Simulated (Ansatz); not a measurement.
Runs of Ansatz 0.2.0 on Si2W. The structure is tetragonal, space group I4/mmm (No. 139). The conventional cell has a = 3.214 Å, b = 3.214 Å, c = 7.830 Å, α = 90.00°, β = 90.00°, γ = 90.00°. W (site symmetry 4/mmm) has 10 Si at 2.62 Å as nearest neighbours. Si (site symmetry 4mm) has 5 Si at 2.59 to 2.63 Å and 5 W at 2.62 Å as nearest neighbours. 

```tsv
task	level	spin	cell	k mesh	smearing	points for each segment of the path	gap on the mesh (eV)	pressure (GPa)	relaxed volume (Å³/atom)	largest force (eV/Å)
band structure	LDA	off	as given	12 × 12 × 12	fermi-dirac 0.05 eV	14	none	-5.8	-	0.05
band structure	PBE	SOC, no magnetisation	as given	9 × 9 × 9	fermi-dirac 0.05 eV	14	none	(a)	-	0.05
single point	PBE	off	as given	12 × 12 × 12	gaussian 0.011 eV	-	none	3.3	-	0.08
relaxation of cell and atoms	LDA	off	relaxed	12 × 12 × 12	fermi-dirac 0.05 eV	-	-	0.0	13.14	0.01
band structure	PBE	off	as given	12 × 12 × 12	fermi-dirac 0.05 eV	14	none	3.3	-	0.08
relaxation of cell and atoms	PBE	off	relaxed	12 × 12 × 12	fermi-dirac 0.05 eV	-	-	0.0	13.67	-
```

Alike in all rows: potentials or basis Ansatz PAW; cutoff (eV) 420.

Estimate the missing entries.

(a) 3.2.

Caveats: spin-orbit coupling is left out, which moves the levels of the heavy elements (some runs); the PAW data sets come from PBE, with cores solved anew for the run's functional, which leaves a small shift of forces and pressure (some runs); the plane-wave basis is chosen anew once the cell has moved, so the energies of steps on either side of that aren't comparable (some runs).

A k mesh can miss the band edges, and rows without SOC leave out spin-orbit coupling on W.

A gap of «none» marks a metal or a gap under the smearing width.
